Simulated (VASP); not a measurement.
# BaF2 (Frankdicksonite) (Fm-3m) in VASP: settings compared, part 2 of 2

VASP 6.6.1.

**4. Relaxation of cell and atoms, LDA**

INCAR

```
  PREC = Accurate
  ENCUT = 600
  EDIFF = 1E-6
  ISMEAR = 0
  SIGMA = 0.03
  LREAL = False
  LASPH = True
  NELM = 80
  ALGO = Normal
  ISIF = 3
  LWAVE = False
  LCHARG = False
  IBRION = 2
  NSW = 90
  EDIFFG = -0.01
```

KPOINTS

```
regular mesh
0
Gamma
  8 8 8
```

POSCAR

```
BaF2
1.0
    0.0000000000      3.1000500000      3.1000500000
    3.1000500000      0.0000000000      3.1000500000
    3.1000500000      3.1000500000      0.0000000000
Ba F
1 2
Direct
    0.0000000000      0.0000000000      0.0000000000
    0.2500000000      0.2500000000      0.2500000000
    0.7500000000      0.7500000000      0.7500000000
```

Potentials or basis: VASP PAW LDA potentials, release 64 (Ba_sv, F).

Command:

```bash
$ cat potpaw_LDA.64/Ba_sv/POTCAR potpaw_LDA.64/F/POTCAR > POTCAR
$ mpirun -np 1 vasp_std > vasp.out
```

OUTCAR:

```text
PREC = Accurate
   ENCUT = 600
   EDIFF = 1E-6
   ISMEAR = 0
   LREAL = False
   LASPH = True
   NELM = 80
   ISIF = 3
   IBRION = 2
   NSW = 90
   EDIFFG = -0.01

 ion  position               nearest neighbor table
   1  0.000  0.000  0.000-   3 2.68   3 2.68   2 2.68   3 2.68   2 2.68   2 2.68   3 2.68   2 2.68

   2  0.250  0.250  0.250-   1 2.68   1 2.68   1 2.68   1 2.68
   3  0.750  0.750  0.750-   1 2.68   1 2.68   1 2.68   1 2.68

  LATTYP: Found a face centered cubic cell.
 ALAT       =     6.2001000000

  Lattice vectors:

 A1 = (   0.0000000000,   3.1000500000,   3.1000500000)
 A2 = (   3.1000500000,   0.0000000000,   3.1000500000)
 A3 = (   3.1000500000,   3.1000500000,   0.0000000000)

Analysis of symmetry for initial positions (statically):
=====================================================================
 Subroutine PRICEL returns:
 Original cell was already a primitive cell.

 Routine SETGRP: Setting up the symmetry group for a
 face centered cubic supercell.

 Subroutine GETGRP returns: Found 48 space group operations
 (whereof 48 operations were pure point group operations)
 out of a pool of 48 trial point group operations.

The static configuration has the point symmetry O_h .

Analysis of symmetry for dynamics (positions and initial velocities):
=====================================================================
 Subroutine PRICEL returns:
 Original cell was already a primitive cell.

 Routine SETGRP: Setting up the symmetry group for a
 face centered cubic supercell.

 Subroutine GETGRP returns: Found 48 space group operations
 (whereof 48 operations were pure point group operations)
 out of a pool of 48 trial point group operations.

The dynamic configuration has the point symmetry O_h .

 Subroutine INISYM returns: Found 48 space group operations
 (whereof 48 operations are pure point group operations),
 and found     1 'primitive' translations

[... 122 lines left out ...]
   LHFCALC =     F    Hartree Fock is set to
   AEXX    =    0.0000 exact exchange contribution
   IVDW    =     0    specifies the selected vdW correction
   LEPSILON=     F    determine dielectric tensor
   LRPA    =     F    only Hartree local field effects (RPA)
 conjugate gradient relaxation of ions
 non-spin polarized calculation
 Gauss-broadening in eV      SIGMA  =   0.03
  energy-cutoff  :      600.00
  volume of cell :       59.58
 maximum number of plane-waves:      2012
   NGX = 17   NGY = 17   NGZ = 17

--------------------------------------- Ionic step        1  -------------------------------------------

 number of electron      24.0000002 magnetization

 Free energy of the ion-electron system (eV)
  ---------------------------------------------------
  ext. energy  EPLUGINS =         0.00000000
  ---------------------------------------------------
  free energy    TOTEN  =       -18.59923909 eV

  energy without entropy =      -18.59923909  energy(sigma->0) =      -18.59923909

------------------------ aborting loop because EDIFF is reached ----------------------------------------

  FORCE on cell =-STRESS in cart. coord.  units (eV):
  Direction    XX          YY          ZZ          XY          YZ          ZX
  --------------------------------------------------------------------------------------
  -------------------------------------------------------------------------------------
  Total       -1.2854330     -1.2854330     -1.2854330      0.0000000     -0.0000000      0.0000000
  in kB      -34.5639963    -34.5639963    -34.5639963      0.0000000     -0.0000000      0.0000000
  external PRESSURE =     -34.5639963 kB  Pullay stress =       0.0000000 kB
[... 61 lines left out ...]
--------------------------------------- Ionic step        3  -------------------------------------------

 number of electron      23.9999989 magnetization

 Free energy of the ion-electron system (eV)
  ---------------------------------------------------
  ext. energy  EPLUGINS =         0.00000000
  ---------------------------------------------------
  free energy    TOTEN  =       -18.63618947 eV

  energy without entropy =      -18.63618947  energy(sigma->0) =      -18.63618947

 E-fermi :  -1.9929     XC(G=0):  -9.5931

 val. band max:       -2.2131824095   @ k =  -0.2500   0.2500   0.0000
 cond. band min:       4.3984732413   @ k =   0.0000   0.0000   0.0000
 fundamental gap:      6.6116556509
 Fermi energy:        -1.9929017239

 k-point     1 :       0.0000    0.0000    0.0000
  band No.  band energies     occupation
      1     -25.0254      2.00000
      2     -20.8158      2.00000
      3     -20.6964      2.00000
      4      -9.7996      2.00000
      5      -9.7996      2.00000
      6      -9.7996      2.00000
[... 433 lines left out ...]
      3     -20.9980      2.00000
      4     -10.1867      2.00000
      5      -9.9796      2.00000
      6      -9.9764      2.00000
[... 8 lines left out ...]
     15       7.5007      0.00000
     16       8.2591      0.00000

 [... further k-points ...]
[... 5 lines left out ...]
  --------------------------------------------------------------------------------------
  -------------------------------------------------------------------------------------
  Total        0.0016035      0.0016035      0.0016035     -0.0000000      0.0000000      0.0000000
  in kB        0.0456016      0.0456016      0.0456016     -0.0000000      0.0000000      0.0000000
  external PRESSURE =       0.0456016 kB  Pullay stress =       0.0000000 kB
[... 18 lines left out ...]
  FREE ENERGIE OF THE ION-ELECTRON SYSTEM (eV)
  ---------------------------------------------------
  free  energy   TOTEN  =       -18.6361894653 eV

  energy  without entropy=      -18.6361894653  energy(sigma->0) =      -18.63618947

 reached required accuracy - stopping structural energy minimisation
```

CONTCAR:

```text
BaF2
   1.00000000000000
     0.0000000000000000    3.0427078162563261    3.0427078162563261
     3.0427078162563261   -0.0000000000000000    3.0427078162563261
     3.0427078162563261    3.0427078162563261    0.0000000000000000
  Ba              F
     1     2
Direct
     0.0000000000000000    0.0000000000000000    0.0000000000000000
     0.2500000000000000    0.2500000000000000    0.2500000000000000
     0.7500000000000000    0.7500000000000000    0.7500000000000000

  0.00000000E+00  0.00000000E+00  0.00000000E+00
  0.00000000E+00  0.00000000E+00  0.00000000E+00
  0.00000000E+00  0.00000000E+00  0.00000000E+00
```

It took 55 s on 1 thread of Intel Xeon Platinum 8488C (Sapphire Rapids), shared host; peak memory 0.19 GiB.

Results:

```
Free energy                            : -18.6362 eV
Relaxed volume                         : 18.78 Å³/atom
Relaxed cell                           : a = 4.303 Å, b = 4.303 Å, c = 4.303 Å, α = 60.00°, β = 60.00°, γ = 60.00°
Space group after relaxing (to 0.05 Å) : Fm-3m (No. 225)
Energy gained by relaxing              : 12.3 meV/atom
Ionic steps                            : 3
Pressure after relaxing                : 0.0 GPa
Band gap on the k mesh                 : 6.61 eV, indirect (least direct gap 6.74 eV)
```

The path:
| step | energy change (eV) | largest force (eV/Å) | pressure (GPa) | volume (Å³) |
| --- | --- | --- | --- | --- |
| 1 | 0.0000 | 0.0000 | -3.46 | 59.58 |
| 2 | -0.0364 | 0.0000 | 0.48 | 55.97 |
| 3 | -0.0370 | 0.0000 | 0.00 | 56.34 |

Final structure:
```xyz
3
Lattice="0.0000 3.0427 3.0427 3.0427 0.0000 3.0427 3.0427 3.0427 0.0000" Properties=species:S:1:pos:R:3 pbc="T T T"
Ba    0.0000    0.0000    0.0000
F     1.5214    1.5214    1.5214
F     4.5641    4.5641    4.5641
```

Caveat: spin-orbit coupling is left out, which moves the levels of the heavy elements.
